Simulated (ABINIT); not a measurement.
# LiCl (Fm-3m) in ABINIT: a series of runs

Aim: see how the results for LiCl move with the level of theory and the settings. Levels: BLYP+D2, LDA, revPBE. Tasks: equation of state, band structure.

Program: ABINIT 10.8.3 (patched build). These are calculated values, not measurements. Logs are shortened: lines on timing, memory, paths and dates and some standing lists are left out, and cuts for length are marked. The log counts tension as positive stress, the text compression.

## Step 1: The crystal as given

Symmetry: Fm-3m, No. 225, cubic system. Conventional cell: a = 5.130 Å, b = 5.130 Å, c = 5.130 Å, α = 90.00°, β = 90.00°, γ = 90.00°. Cl (site symmetry m-3m) has 6 Li at 2.56 Å as nearest neighbours. Li (site symmetry m-3m) has 6 Cl at 2.56 Å as nearest neighbours.

## Step 2: Equation of state, BLYP+D2

The input, run.abi:

```
# Datasets: one volume each
ndtset 7
getwfk -1
scalecart1 3*0.9795861087
scalecart2 3*0.9864848297
scalecart3 3*0.9932883884
scalecart4 3*1.0000000000
scalecart5 3*1.0066227096
scalecart6 3*1.0131594038
scalecart7 3*1.0196128224

# Pseudopotentials
pp_dirpath "./"
pseudos "Cl.GGA_PBE-JTH.xml, Li.GGA_PBE-JTH.xml"

# Structure
acell 3.6271325184 3.6271325184 3.6271325184 Angstrom
rprim
     0.0000000000     0.7071067812     0.7071067812
     0.7071067812     0.0000000000     0.7071067812
     0.7071067812     0.7071067812     0.0000000000
ntypat 2
znucl 17 3
natom 2
typat 1 2
xred
     0.5000000000     0.5000000000     0.5000000000
     0.0000000000     0.0000000000     0.0000000000

# Plane-wave basis
ecut 25.0
pawecutdg 47.0

# k points
kptopt 1
ngkpt 9 9 9
nshiftk 1
shiftk 0.0 0.0 0.0

# Exchange and correlation
ixc -106131
vdw_xc 5

# Bands and occupations
nband 9
occopt 3
tsmear 0.00183747

# SCF cycle
nstep 100
tolvrs 1.0e-9

# Output
iomode 3
prtwf 1
prtden 0
prteig 0
prtebands 0
enunit 1
```

Potentials or basis: JTH PAW PBE v2.0.

On the command line:

```bash
> abinit run.abi > log 2>&1
```

run.abo:

```text
.Version 10.8.3 of ABINIT
 DATASET    1 : space group Fm -3 m (#225); Bravais cF (face-center cubic)
================================================================================
 Values of the parameters that define the memory need for DATASET  1.
     intxc =       0    ionmov =       0      iscf =      17    lmnmax =       9
     lnmax =       5     mgfft =      32  mpssoang =       2    mqgrid =    3001
     natom =       2  nloc_mem =       2    nspden =       1   nspinor =       1
    nsppol =       1      nsym =      48    n1xccc =       1    ntypat =       2
    occopt =       3   xclevel =       2
       mpw =        1299          nfft =       32768          nkpt =          35
 PAW method is used; the additional fine FFT grid is defined by:
   mgfftf=        45    nfftf =     91125
================================================================================
================================================================================
[... 71 lines left out ...]
 DATASET    7 : space group Fm -3 m (#225); Bravais cF (face-center cubic)
================================================================================
 Values of the parameters that define the memory need for DATASET  7.
     intxc =       0    ionmov =       0      iscf =      17    lmnmax =       9
     lnmax =       5     mgfft =      32  mpssoang =       2    mqgrid =    3001
     natom =       2  nloc_mem =       2    nspden =       1   nspinor =       1
    nsppol =       1      nsym =      48    n1xccc =       1    ntypat =       2
    occopt =       3   xclevel =       2
       mpw =        1453          nfft =       32768          nkpt =          35
 PAW method is used; the additional fine FFT grid is defined by:
   mgfftf=        45    nfftf =     91125
================================================================================
================================================================================

--------------------------------------------------------------------------------
------------- Echo of variables that govern the present computation ------------
--------------------------------------------------------------------------------
 -outvars: echo values of preprocessed input variables --------
            acell      6.8542870822E+00  6.8542870822E+00  6.8542870822E+00 Bohr
              amu      3.54527000E+01  6.94100000E+00
             ecut      2.50000000E+01 Hartree
           enunit           1
           getwfk          -1
              ixc     -106131
           jdtset        1    2    3    4    5    6    7
         kptrlatt        9    0    0      0    9    0      0    0    9
          kptrlen1     6.04292797E+01
          kptrlen2     6.08548520E+01
          kptrlen3     6.12745539E+01
          kptrlen4     6.16885837E+01
          kptrlen5     6.20971293E+01
          kptrlen6     6.25003687E+01
          kptrlen7     6.28984710E+01
            natom           2
            nband           9
           ndtset           7
[... 113 lines left out ...]
         ecut(hartree)=     47.000   => boxcut(ratio)=   2.12341

--- Pseudopotential description ------------------------------------------------
- pspini: atom type   1  psp file is ./Cl.GGA_PBE-JTH.xml
 Pseudopotential format is: paw10
 basis_size (lnmax)=  4 (lmn_size=  8), orbitals=   0   0   1   1
 Spheres core radius: rc_sph= 1.80364889
 Shapefunction is SIN type: shapef(r)=[sin(pi*r/rshp)/(pi*r/rshp)]**2
 Radius for shape functions =  1.25423680
 Compensation charge density is not taken into account in XC energy/potential

- pspini: atom type   2  psp file is ./Li.GGA_PBE-JTH.xml
 Pseudopotential format is: paw10
 basis_size (lnmax)=  5 (lmn_size=  9), orbitals=   0   0   0   1   1
 Spheres core radius: rc_sph= 1.60264751
 Shapefunction is BESSEL type: shapef(r,l)=aa(1,l)*jl(q(1,l)*r)+aa(2,l)*jl(q(2,l)*r)
 Radius for shape functions =  1.30023672
 Compensation charge density is not taken into account in XC energy/potential

   1.04274751E+02                                ecore*ucvol(ha*bohr**3)
--------------------------------------------------------------------------------

================================================================================

--- !BeginCycle
iteration_state: {dtset: 1, }
solver: {iscf: 17, nstep: 100, nline: 4, wfoptalg: 10, }
tolerances: {tolvrs: 1.00E-09, }
...
[... 1191 lines left out ...]
-Cartesian components of stress tensor (GPa)         [Pressure= -3.3286E+00 GPa]
- sigma(1 1)=  3.32864057E+00  sigma(3 2)=  0.00000000E+00
- sigma(2 2)=  3.32864057E+00  sigma(3 1)=  0.00000000E+00
- sigma(3 3)=  3.32864057E+00  sigma(2 1)=  0.00000000E+00

== END DATASET(S) ==============================================================
================================================================================

 -outvars: echo values of variables after computation  --------
            acell      6.8542870822E+00  6.8542870822E+00  6.8542870822E+00 Bohr
           etotal1    -2.2815559688E+01
           etotal2    -2.2816059228E+01
           etotal3    -2.2816335990E+01
           etotal4    -2.2816415041E+01
           etotal5    -2.2816314302E+01
           etotal6    -2.2816043697E+01
           etotal7    -2.2815618717E+01
            fcart1    -0.0000000000E+00 -0.0000000000E+00 -0.0000000000E+00
                      -0.0000000000E+00 -0.0000000000E+00 -0.0000000000E+00
            fcart2    -0.0000000000E+00 -0.0000000000E+00 -0.0000000000E+00
                      -0.0000000000E+00 -0.0000000000E+00 -0.0000000000E+00
            fcart3    -0.0000000000E+00 -0.0000000000E+00 -0.0000000000E+00
                      -0.0000000000E+00 -0.0000000000E+00 -0.0000000000E+00
            fcart4    -0.0000000000E+00 -0.0000000000E+00 -0.0000000000E+00
                      -0.0000000000E+00 -0.0000000000E+00 -0.0000000000E+00
            fcart5    -0.0000000000E+00 -0.0000000000E+00 -0.0000000000E+00
                      -0.0000000000E+00 -0.0000000000E+00 -0.0000000000E+00
[... 38 lines left out ...]
                       0.0000000000E+00  0.0000000000E+00  0.0000000000E+00
           xangst1     2.5124130641E+00  2.5124130641E+00  2.5124130641E+00
                       0.0000000000E+00  0.0000000000E+00  0.0000000000E+00
           xangst2     2.5301066967E+00  2.5301066967E+00  2.5301066967E+00
                       0.0000000000E+00  0.0000000000E+00  0.0000000000E+00
           xangst3     2.5475562600E+00  2.5475562600E+00  2.5475562600E+00
                       0.0000000000E+00  0.0000000000E+00  0.0000000000E+00
           xangst4     2.5647700001E+00  2.5647700001E+00  2.5647700001E+00
                       0.0000000000E+00  0.0000000000E+00  0.0000000000E+00
           xangst5     2.5817557270E+00  2.5817557270E+00  2.5817557270E+00
                       0.0000000000E+00  0.0000000000E+00  0.0000000000E+00
           xangst6     2.5985208442E+00  2.5985208442E+00  2.5985208442E+00
                       0.0000000000E+00  0.0000000000E+00  0.0000000000E+00
           xangst7     2.6150723786E+00  2.6150723786E+00  2.6150723786E+00
                       0.0000000000E+00  0.0000000000E+00  0.0000000000E+00
             xred      5.0000000000E-01  5.0000000000E-01  5.0000000000E-01
                       0.0000000000E+00  0.0000000000E+00  0.0000000000E+00
 Calculation completed.
```

It took 62 s on 1 thread of Arm Neoverse V2, shared host; peak memory 0.14 GiB.

What came out:

```
Equilibrium volume                      : 16.84 Å³/atom
Bulk modulus                            : 59 GPa
Pressure derivative of the bulk modulus : 3.4 (rough: it moves with the points fitted)
```

Energy against volume, from the lowest point:
| volume (Å³/atom) | energy (meV/atom) |
| --- | --- |
| 15.859 | 11.64 |
| 16.196 | 4.84 |
| 16.534 | 1.08 |
| 16.871 | 0.00 |
| 17.209 | 1.37 |
| 17.546 | 5.05 |
| 17.883 | 10.83 |

Caveat: pressures at fixed basis lie under the slope of the energies; the PAW data sets were made with another functional, which shifts forces and pressure a little.

(Part 1 of 2 ends here.)
